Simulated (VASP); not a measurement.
# O2 in VASP: further runs

One molecule, O2, is run at these levels: PBE; tasks: relaxation of the atoms, vibrations by finite differences.

Program: VASP 6.6.1. These are calculated values, not measurements. Logs are shortened: lines on timing, memory, paths and dates and some standing lists are left out, and cuts for length are marked.

## 1. Starting point

The cell holds a molecule in a box, 2 atoms: a = 11.626 Å, b = 12.126 Å, c = 12.626 Å, α = 90.00°, β = 90.00°, γ = 90.00°.

## 2. Relaxation of the atoms, PBE, collinear spin, ferromagnetic start

The input, INCAR:

```
ALGO     = Fast           # electronic algorithm
EDIFF    = 1E-7           # SCF threshold, eV
EDIFFG   = -0.03          # ionic threshold
ENCUT    = 400            # plane-wave cutoff, eV
GGA      = PE             # functional
IBRION   = 2              # ionic algorithm
ISIF     = 2              # what is computed and relaxed
ISMEAR   = 0              # smearing method
ISPIN    = 2              # spin polarisation
ISYM     = 0            
LASPH    = T              # aspherical terms in the spheres
LCHARG   = F              # write CHGCAR
LORBIT   = 11             # projections on sites
LREAL    = F              # projectors in reciprocal space
LWAVE    = F              # write WAVECAR
MAGMOM   = 1.1 1.1        # initial moments
NELM     = 60             # most SCF steps
NSW      = 120            # ionic steps
NUPDOWN  = 2              # fixed moment
PREC     = Accurate       # precision mode
SIGMA    = 0.01           # smearing width, eV
```

The input, KPOINTS:

```
k-points
0
Gamma
  1 1 1
```

The input, POSCAR:

```
O
1.0
   11.6260970939      0.0000000000      0.0000000000
    0.0000000000     12.1260970939      0.0000000000
    0.0000000000      0.0000000000     12.6260970939
O
2
Selective dynamics
Direct
    0.5484297131      0.5219067480      0.5038687911  F F F
    0.4515702869      0.4863399285      0.4961312089  T T T
```

Potentials or basis: VASP PAW PBE potentials, release 64 (O).

The run is started by

```bash
> cat potpaw_PBE.64/O/POTCAR > POTCAR
> mpirun -np 1 vasp_gam > vasp.out
```

OUTCAR:

```text
EDIFF = 1E-7
   EDIFFG = -0.03
   ENCUT = 400
   GGA = PE
   IBRION = 2
   ISIF = 2
   ISMEAR = 0
   ISPIN = 2
   ISYM = 0
   LASPH = T
   LORBIT = 11
   LREAL = F
   NELM = 60
   NSW = 120
   NUPDOWN = 2
   PREC = Accurate

 ion  position               nearest neighbor table
   1  0.548  0.522  0.504-   2 1.21
   2  0.452  0.486  0.496-   1 1.21

IMPORTANT INFORMATION: All symmetrisations will be switched off!
NOSYMM: (Re-)initialisation of all symmetry stuff for point group C_1.

----------------------------------------------------------------------------------------

                                     Primitive cell

  volume of cell :    1780.0168

  direct lattice vectors                    reciprocal lattice vectors
    11.626097094  0.000000000  0.000000000     0.086013388  0.000000000  0.000000000
     0.000000000 12.126097094  0.000000000     0.000000000  0.082466765  0.000000000
     0.000000000  0.000000000 12.626097094     0.000000000  0.000000000  0.079201038

  length of vectors
    11.626097094 12.126097094 12.626097094     0.086013388  0.082466765  0.079201038

  position of ions in fractional coordinates (direct lattice)
     0.548429713  0.521906748  0.503868791
     0.451570287  0.486339929  0.496131209

  ion indices of the primitive-cell ions
   primitive index   ion index
                 1           1
                 2           2

----------------------------------------------------------------------------------------

 KPOINTS: k-points

Automatic generation of k-mesh.
 Grid dimensions read from file:
 generate k-points for:    1    1    1

 Generating k-lattice:

  Cartesian coordinates                     Fractional coordinates (reciprocal lattice)
     0.086013388  0.000000000  0.000000000     1.000000000  0.000000000  0.000000000
     0.000000000  0.082466765  0.000000000     0.000000000  1.000000000  0.000000000
     0.000000000  0.000000000  0.079201038     0.000000000  0.000000000  1.000000000

  Length of vectors
     0.086013388  0.082466765  0.079201038

  Shift w.r.t. Gamma in fractional coordinates (k-lattice)
     0.000000000  0.000000000  0.000000000

 Subroutine IBZKPT returns following result:
 ===========================================

 Found      1 irreducible k-points:

 Following reciprocal coordinates:
            Coordinates               Weight
  0.000000  0.000000  0.000000      1.000000
   k-points           NKPTS =      1   k-points in BZ     NKDIM =      1   number of bands    NBANDS=     11
   number of dos      NEDOS =    301   number of ions     NIONS =      2
   total plane-waves  NPLWV = 537600
   dimension x,y,z NGX =    80 NGY =   80 NGZ =   84
   dimension x,y,z NGXF=   160 NGYF=  160 NGZF=  168
   ions per type =               2
   NGX,Y,Z   is equivalent  to a cutoff of  11.44, 10.97, 11.06 a.u.
   NGXF,Y,Z  is equivalent  to a cutoff of  22.88, 21.94, 22.12 a.u.
 SYSTEM =  unknown system
   PREC   = accura    normal or accurate (medium, high low for compatibility)
   ISTART =      0    job   : 0-new  1-cont  2-samecut
   ICHARG =      2    charge: 1-file 2-atom 10-const
   ISPIN  =      2    spin polarized calculation?
   LNONCOLLINEAR =      F non collinear calculations
   LSORBIT =      F    spin-orbit coupling
   LASPH  =      T    aspherical Exc in radial PAW
   ENCUT  =  400.0 eV  29.40 Ry    5.42 a.u.  18.96 19.77 20.59*2*pi/ulx,y,z
   NELM   =     60;   NELMIN=  2; NELMDL= -5     # of ELM steps
   EDIFF  = 0.1E-06   stopping-criterion for ELM
   LREAL  =      F    real-space projection
   EDIFFG = -.3E-01   stopping-criterion for IOM
   NSW    =    120    number of steps for IOM
   IBRION =      2    ionic relax: 0-MD 1-quasi-New 2-CG
   NFREE  =      1    steps in history (QN), initial steepest desc. (CG)
   ISIF   =      2    stress and relaxation
   ISYM   =      0    0-nonsym 1-usesym 2-fastsym
   POTIM  = 0.5000    time-step for ionic-motion
   TEBEG  =    0.0;   TEEND  =   0.0 temperature during run
   PSTRESS=    0.0 pullay stress
   NELECT =      12.0000    total number of electrons
   NUPDOWN=       2.0000    fix difference up-down
   EMIN   =  10.00;   EMAX   =-10.00  energy-range for DOS
   EFERMI =   0.00;   METHOD = LEGACY
   ISMEAR =     0;   SIGMA  =   0.01  broadening in eV -4-tet -1-fermi 0-gaus
   EFERMI_NEDOS =   21; number of points for ismear=-14 and -15
   IALGO  =     68    algorithm
   IMIX   =      4    mixing-type and parameters
     AMIX     =   0.40;   BMIX     =  1.00
     AMIX_MAG =   1.60;   BMIX_MAG =  1.00
  volume/ion in A,a.u.               =     890.01      6006.07
  Fermi-wavevector in a.u.,A,eV,Ry     =   0.309262  0.584421  1.301306  0.095643
  Thomas-Fermi vector in A             =   1.185817
   LORBIT       =     11    0 simple, 1 ext, 2 COOP (PROOUT), +10 PAW based schemes
   GGA     = PE    functional components
   LHFCALC =     F    Hartree Fock is set to
   AEXX    =    0.0000 exact exchange contribution
   IVDW    =     0    specifies the selected vdW correction
   LEPSILON=     F    determine dielectric tensor
   LRPA    =     F    only Hartree local field effects (RPA)
 conjugate gradient relaxation of ions
 spin polarized calculation
 RMM-DIIS sequential band-by-band and
 Gauss-broadening in eV      SIGMA  =   0.01
  energy-cutoff  :      400.00
  volume of cell :     1780.02
 maximum number of plane-waves:     16200
 NGX is ok and might be reduce to    80
   NGX = 37   NGY = 39   NGZ = 41

--------------------------------------- Ionic step        1  -------------------------------------------

 number of electron      12.0000004 magnetization       1.9999990

 Free energy of the ion-electron system (eV)
  ---------------------------------------------------
  ext. energy  EPLUGINS =         0.00000000
  ---------------------------------------------------
  free energy    TOTEN  =        -9.85843822 eV

  energy without entropy =       -9.85843822  energy(sigma->0) =       -9.85843822

------------------------ aborting loop because EDIFF is reached ----------------------------------------

  FORCE on cell =-STRESS in cart. coord.  units (eV):
  Direction    XX          YY          ZZ          XY          YZ          ZX
  --------------------------------------------------------------------------------------
  -------------------------------------------------------------------------------------
  Total        0.7293687     -1.2476277     -1.5612945      0.8983042      0.0778614      0.2016493
  in kB        0.6564983     -1.1229786     -1.4053073      0.8085557      0.0700824      0.1815027
  external PRESSURE =      -0.6239292 kB  Pullay stress =       0.0000000 kB

 VOLUME and BASIS-vectors are now :
 -----------------------------------------------------------------------------
  energy-cutoff  :      400.00
  volume of cell :     1780.02
      direct lattice vectors                 reciprocal lattice vectors
    11.626097094  0.000000000  0.000000000     0.086013388  0.000000000  0.000000000
     0.000000000 12.126097094  0.000000000     0.000000000  0.082466765  0.000000000
     0.000000000  0.000000000 12.626097094     0.000000000  0.000000000  0.079201038
[... 37 lines left out ...]
 POSITION                                       TOTAL-FORCE (eV/Angst)
 -----------------------------------------------------------------------------------
      6.37610      6.32869      6.36190        -3.617539     -1.387052     -0.313901
      5.16265      5.86402      6.25666         3.617539      1.387052      0.313901
 -----------------------------------------------------------------------------------
    total drift:                                0.000185      0.000314      0.000176

  FREE ENERGIE OF THE ION-ELECTRON SYSTEM (eV)
  ---------------------------------------------------
  free  energy   TOTEN  =        -9.7359297271 eV

  energy  without entropy=       -9.7359297271  energy(sigma->0) =       -9.73592973

--------------------------------------- Ionic step        3  -------------------------------------------

 number of electron      12.0000004 magnetization       2.0000003

 Free energy of the ion-electron system (eV)
  ---------------------------------------------------
  ext. energy  EPLUGINS =         0.00000000
  ---------------------------------------------------
  free energy    TOTEN  =        -9.88172614 eV

  energy without entropy =       -9.88172614  energy(sigma->0) =       -9.88172614

 E-fermi : -11.2994     XC(G=0):  -0.3592

 val. band max:       -6.9718131499   @ k =   0.0000   0.0000   0.0000
 cond. band min:      -4.6789793773   @ k =   0.0000   0.0000   0.0000
 fundamental gap:      2.2928337726
 Fermi energy:        -6.9065264610

 spin component 1

 k-point     1 :       0.0000    0.0000    0.0000
  band No.  band energies     occupation
      1     -32.4846      1.00000
      2     -20.6635      1.00000
      3     -13.3909      1.00000
      4     -13.2743      1.00000
      5     -13.2740      1.00000
      6      -6.9722      1.00000
      7      -6.9718      1.00000
      8      -0.2772      0.00000
      9       0.5807      0.00000
     10       0.6186      0.00000
     11       0.7010      0.00000
 Fermi energy:       -11.2994175918

 spin component 2

 k-point     1 :       0.0000    0.0000    0.0000
  band No.  band energies     occupation
      1     -31.2678      1.00000
      2     -18.8663      1.00000
      3     -12.4945      1.00000
      4     -11.4156      1.00000
      5     -11.4154      1.00000
      6      -4.6790      0.00000
      7      -4.6786      0.00000
      8      -0.1781      0.00000
      9       0.7126      0.00000
     10       0.7748      0.00000
     11       0.7949      0.00000

------------------------ aborting loop because EDIFF is reached ----------------------------------------

  FORCE on cell =-STRESS in cart. coord.  units (eV):
  Direction    XX          YY          ZZ          XY          YZ          ZX
  --------------------------------------------------------------------------------------
  -------------------------------------------------------------------------------------
  Total       -1.2962557     -1.5466539     -1.5780420      0.1224670      0.0105058      0.0260105
  in kB       -1.1667482     -1.3921294     -1.4203816      0.1102315      0.0094562      0.0234118
  external PRESSURE =      -1.3264197 kB  Pullay stress =       0.0000000 kB
[... 10 lines left out ...]
 POSITION                                       TOTAL-FORCE (eV/Angst)
 -----------------------------------------------------------------------------------
      6.37610      6.32869      6.36190        -0.018098     -0.008441     -0.002328
      5.22675      5.88852      6.26219         0.018098      0.008441      0.002328
 -----------------------------------------------------------------------------------
    total drift:                                0.000093     -0.000371      0.000276

  FREE ENERGIE OF THE ION-ELECTRON SYSTEM (eV)
  ---------------------------------------------------
  free  energy   TOTEN  =        -9.8817261354 eV

  energy  without entropy=       -9.8817261354  energy(sigma->0) =       -9.88172614

 reached required accuracy - stopping structural energy minimisation

 total charge

# of ion       s       p       d       tot
------------------------------------------
    1        1.637   3.286   0.000   4.923
    2        1.637   3.286   0.000   4.923
--------------------------------------------------
tot          3.275   6.572   0.000   9.846

 magnetization (x)

# of ion       s       p       d       tot
------------------------------------------
    1        0.010   0.805   0.000   0.815
    2        0.010   0.805   0.000   0.815
--------------------------------------------------
tot          0.020   1.610   0.000   1.631
```

Wall time 4.8 min (1 thread of Intel Xeon 6975P-C (Granite Rapids), shared host); peak memory 1.3 GiB.

Results:

- Free energy: -9.8817 eV
- Energy gained by relaxing: 11.6 meV/atom
- Ionic steps: 3
- Net moment: 2.00 μB per cell
- Site moments: O +0.81 μB
- Valence electrons inside the program's atomic spheres: O 4.92

The path:
```
step  energy change (eV)  largest force (eV/Å)  pressure (GPa)
   1              0.0000                1.9446           -0.06
   2              0.1225                3.8870           -0.28
   3             -0.0233                0.0201           -0.13
```

Final structure:
```
CELL_PARAMETERS angstrom
11.62610 0.00000 0.00000
0.00000 12.12610 0.00000
0.00000 0.00000 12.62610
ATOMIC_POSITIONS crystal
O 0.54843 0.52191 0.50387
O 0.44957 0.48561 0.49597
```

Caveat: the cutoff is under 1.25 times the usual one of these potentials, so pressure, stress and relaxed cells hold a basis-set (Pulay) error; the standard files for N, O and F lose accuracy on very short bonds; the total moment is fixed, so each spin has its own Fermi level.

## 3. Vibrations by finite differences, PBE, collinear spin, ferromagnetic start

Changes to INCAR since step 2:

```diff
@@ -2,6 +2,5 @@
 EDIFF    = 1E-7           # SCF threshold, eV
-EDIFFG   = -0.03          # ionic threshold
 ENCUT    = 400            # plane-wave cutoff, eV
 GGA      = PE             # functional
-IBRION   = 2              # ionic algorithm
+IBRION   = 5              # ionic algorithm
 ISIF     = 2              # what is computed and relaxed
@@ -16,5 +15,8 @@
 MAGMOM   = 1.1 1.1        # initial moments
+NBANDS   = 17             # bands
 NELM     = 60             # most SCF steps
-NSW      = 120            # ionic steps
+NFREE    = 2            
+NSW      = 1              # ionic steps
 NUPDOWN  = 2              # fixed moment
+POTIM    = 0.015          # step
 PREC     = Accurate       # precision mode
```

KPOINTS is that of step 2.

The input, POSCAR:

```
O                                       
1.0
   11.6260970939      0.0000000000      0.0000000000
    0.0000000000     12.1260970939      0.0000000000
    0.0000000000      0.0000000000     12.6260970939
  O             
     2
Selective dynamics
Direct
0.5484297130999991  0.5219067479999993  0.5038687910999968  T T T
0.4495703278394770  0.4856070460231715  0.4959722940595030  T T T
```

Potentials or basis: VASP PAW PBE potentials, release 64 (O).

The run is started by

```bash
> cat potpaw_PBE.64/O/POTCAR > POTCAR
> mpirun -np 1 vasp_gam > vasp.out
```

It took 22 min on 1 thread of Intel Xeon 6975P-C (Granite Rapids), shared host; peak memory 1.4 GiB.

The run converged. Its results:

| Property | Result |
| --- | --- |
| Net moment | 2.00 μB per cell |
| Site moments | O +0.82 μB |
| Valence electrons inside the program's atomic spheres | O 4.92 |
| Highest phonon frequency at Γ | 1562 cm⁻¹ |

Phonon frequencies in cm⁻¹ (negative: imaginary):
| q point | frequencies |
| --- | --- |
| (0.000, 0.000, 0.000) | -8 -2 0 13 34 1562 |

Caveat: the cutoff is under 1.25 times the usual one of these potentials, so pressure, stress and relaxed cells hold a basis-set (Pulay) error; the standard files for N, O and F lose accuracy on very short bonds; the total moment is fixed, so each spin has its own Fermi level.
